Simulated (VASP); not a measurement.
# NaCl (P6_3/mmc) in VASP: further runs, part 2 of 2

VASP 6.6.1. The steps go on from the part before.

## 3. Single point, HSE06

Input file POSCAR:

```
NaCl
1.0
    4.7210764991      0.0000000000      0.0000000000
   -2.3605382495      4.0885721814      0.0000000000
    0.0000000000      0.0000000000      5.5694844403
Na Cl
2 2
Direct
    0.3333333333      0.6666666667     -0.0624973265
    0.6666666667      0.3333333333      0.4375026735
    0.3333333333      0.6666666667      0.4374973265
    0.6666666667      0.3333333333      0.9374973265
```

Input file INCAR.step1:

```
SYSTEM = NaCl
ALGO = Normal ; EDIFF = 1E-5
ENCUT = 520 ; GGA = PE
ISIF = 2 ; ISMEAR = 0
LASPH = .TRUE. ; LCHARG = .FALSE.
LREAL = .FALSE. ; LWAVE = .TRUE.
NBANDS = 22 ; NELM = 60
PREC = Accurate ; SIGMA = 0.01
```

Input file INCAR.step2:

```
SYSTEM = NaCl
ALGO = Normal ; EDIFF = 1E-6
ENCUT = 520 ; GGA = PE
HFSCREEN = 0.2079 ; ISIF = 2
ISMEAR = 0 ; ISTART = 1
LASPH = .TRUE. ; LCHARG = .FALSE.
LHFCALC = .TRUE. ; LREAL = .FALSE.
LWAVE = .FALSE. ; NBANDS = 22
NELM = 60 ; PREC = Accurate
PRECFOCK = Normal ; SIGMA = 0.01
```

Input file KPOINTS:

```
k-points
0
G
  6 6 2
  0 0 0
```

Potentials or basis: VASP PAW PBE potentials, release 64 (Na_pv, Cl).

On the command line:

```bash
> cat potpaw_PBE.64/Na_pv/POTCAR potpaw_PBE.64/Cl/POTCAR > POTCAR
> cp INCAR.step1 INCAR
> mpirun -np 1 vasp_std > vasp.out
> cp INCAR.step2 INCAR
> mpirun -np 1 vasp_std > vasp.out
```

OUTCAR:

```text
SYSTEM = NaCl
   EDIFF = 1E-6
   ENCUT = 520
   GGA = PE
   HFSCREEN = 0.2079
   ISIF = 2
   ISMEAR = 0
   ISTART = 1
   LASPH = .TRUE.
   LHFCALC = .TRUE.
   LREAL = .FALSE.
   NELM = 60
   PREC = Accurate
   PRECFOCK = Normal

 ion  position               nearest neighbor table
   1  0.333  0.667  0.938-   4 2.73   4 2.73   4 2.73
   2  0.667  0.333  0.438-   3 2.73   3 2.73   3 2.73
   3  0.333  0.667  0.437-   2 2.73   2 2.73   2 2.73
   4  0.667  0.333  0.937-   1 2.73   1 2.73   1 2.73

  LATTYP: Found a hexagonal cell.
 ALAT       =     4.7210764991
 C/A-ratio  =     1.1797064592

  Lattice vectors:

 A1 = (   4.7210764991,   0.0000000000,   0.0000000000)
 A2 = (  -2.3605382495,   4.0885721814,   0.0000000000)
 A3 = (   0.0000000000,   0.0000000000,   5.5694844403)

Analysis of symmetry for initial positions (statically):
=====================================================================
 Subroutine PRICEL returns:
 Original cell was already a primitive cell.

 Routine SETGRP: Setting up the symmetry group for a
 hexagonal supercell.

[... 169 lines left out ...]
  energy without entropy =      -15.61227895  energy(sigma->0) =      -15.61227895

 E-fermi :  -2.5163     XC(G=0):  -6.0402

 val. band max:       -2.6715357782   @ k =   0.0000   0.0000   0.0000
 cond. band min:       3.4561915313   @ k =   0.0000   0.0000   0.0000
 fundamental gap:      6.1277273095
 Fermi energy:        -2.5162909612

 k-point     1 :       0.0000    0.0000    0.0000
  band No.  band energies     occupation
      1     -25.5930      2.00000
      2     -25.5927      2.00000
      3     -25.5927      2.00000
      4     -25.5853      2.00000
      5     -25.5853      2.00000
      6     -25.5740      2.00000
[... 339 lines left out ...]
     21      10.8920      0.00000
     22      10.8920      0.00000

------------------------ aborting loop because EDIFF is reached ----------------------------------------

  FORCE on cell =-STRESS in cart. coord.  units (eV):
  Direction    XX          YY          ZZ          XY          YZ          ZX
  --------------------------------------------------------------------------------------
  -------------------------------------------------------------------------------------
  Total        0.2901385      0.2901385      0.3588069      0.0000000      0.0000000      0.0000000
  in kB        4.3240250      4.3240250      5.3474123      0.0000000      0.0000000      0.0000000
  external PRESSURE =       4.6651541 kB  Pullay stress =       0.0000000 kB

 VOLUME and BASIS-vectors are now :
 -----------------------------------------------------------------------------
  energy-cutoff  :      520.00
  volume of cell :      107.50
      direct lattice vectors                 reciprocal lattice vectors
     4.721076499  0.000000000  0.000000000     0.211816097  0.122292081  0.000000000
    -2.360538249  4.088572181  0.000000000     0.000000000  0.244584162  0.000000000
     0.000000000  0.000000000  5.569484440     0.000000000  0.000000000  0.179549833

 POSITION                                       TOTAL-FORCE (eV/Angst)
 -----------------------------------------------------------------------------------
     -0.00000      2.72571      5.22141         0.000000     -0.000000      0.000054
      2.36054      1.36286      2.43666        -0.000000      0.000000      0.000054
     -0.00000      2.72571      2.43663         0.000000      0.000000     -0.000054
      2.36054      1.36286      5.22138        -0.000000      0.000000     -0.000054
 -----------------------------------------------------------------------------------
    total drift:                                0.000000     -0.000000      0.000831

  FREE ENERGIE OF THE ION-ELECTRON SYSTEM (eV)
  ---------------------------------------------------
  free  energy   TOTEN  =       -15.6122789504 eV

  energy  without entropy=      -15.6122789504  energy(sigma->0) =      -15.61227895
```

OUTCAR.step1:

```text
SYSTEM = NaCl
   EDIFF = 1E-5
   ENCUT = 520
   GGA = PE
   ISIF = 2
   ISMEAR = 0
[... 570 lines left out ...]
     -0.00000      2.72571      5.22141         0.000000     -0.000000      0.000024
      2.36054      1.36286      2.43666        -0.000000      0.000000      0.000024
     -0.00000      2.72571      2.43663        -0.000000      0.000000     -0.000024
      2.36054      1.36286      5.22138        -0.000000     -0.000000     -0.000024
 -----------------------------------------------------------------------------------
    total drift:                               -0.000000     -0.000000      0.000493

  FREE ENERGIE OF THE ION-ELECTRON SYSTEM (eV)
  ---------------------------------------------------
  free  energy   TOTEN  =       -13.4184845832 eV

  energy  without entropy=      -13.4184845832  energy(sigma->0) =      -13.41848458
```

OSZICAR.step1:

```text
N       E                     dE             d eps       ncg     rms          rms(c)
DAV:   1     0.270497187366E+03    0.27050E+03   -0.13463E+04   616   0.125E+03
DAV:   2     0.129283405109E+02   -0.25757E+03   -0.24514E+03   708   0.336E+02
DAV:   3    -0.132347267362E+02   -0.26163E+02   -0.26008E+02   766   0.111E+02
DAV:   4    -0.139386524124E+02   -0.70393E+00   -0.70290E+00   742   0.211E+01
DAV:   5    -0.139596053970E+02   -0.20953E-01   -0.20951E-01   822   0.345E+00    0.322E+00
DAV:   6    -0.134301756008E+02    0.52943E+00   -0.98404E-01   718   0.452E+00    0.238E+00
DAV:   7    -0.133915712307E+02    0.38604E-01   -0.22336E-01   736   0.217E+00    0.165E+00
DAV:   8    -0.134160488996E+02   -0.24478E-01   -0.23513E-02   634   0.107E+00    0.373E-01
DAV:   9    -0.134163206850E+02   -0.27179E-03   -0.76633E-04   818   0.184E-01    0.172E-01
DAV:  10    -0.134184804159E+02   -0.21597E-02   -0.22942E-03   622   0.254E-01    0.545E-02
DAV:  11    -0.134184845832E+02   -0.41674E-05   -0.27306E-05   660   0.525E-02
   1 F= -.13418485E+02 E0= -.13418485E+02  d E =-.782249E-49
```

Run time: 23 min. Hardware: 1 thread of Intel Xeon Platinum 8559C (Emerald Rapids), shared host; peak memory 0.35 GiB.

What came out:

| Property | Result |
| --- | --- |
| Free energy | -15.6123 eV |
| Pressure | 0.5 GPa |
| Band gap on the k mesh | 6.13 eV, direct |

Levels at points of the mesh, in eV from the valence-band top:
```tsv
k point	band 10	band 11	band 12	band 13	band 14	band 15	band 16	band 17	band 18	band 19
(0.00, 0.00, 0.00)	-0.85	-0.85	-0.34	-0.34	0.00	6.13	9.07	11.20	11.20	12.28
(0.50, 0.00, 0.00)	-1.08	-1.05	-0.82	-0.55	-0.25	8.52	9.05	10.14	10.42	11.23
(0.00, 0.00, 0.50)	-1.01	-0.60	-0.60	-0.60	-0.60	7.94	7.94	11.10	11.10	11.10
(0.50, 0.00, 0.50)	-1.67	-0.69	-0.69	-0.27	-0.27	8.64	8.64	11.41	11.41	11.91
```

Caveat: the k mesh is coarse (spacing up to 0.56 Å⁻¹), so the values aren't converged, least of all with exact exchange; the PAW data sets were made with another functional, which shifts forces and pressure a little.
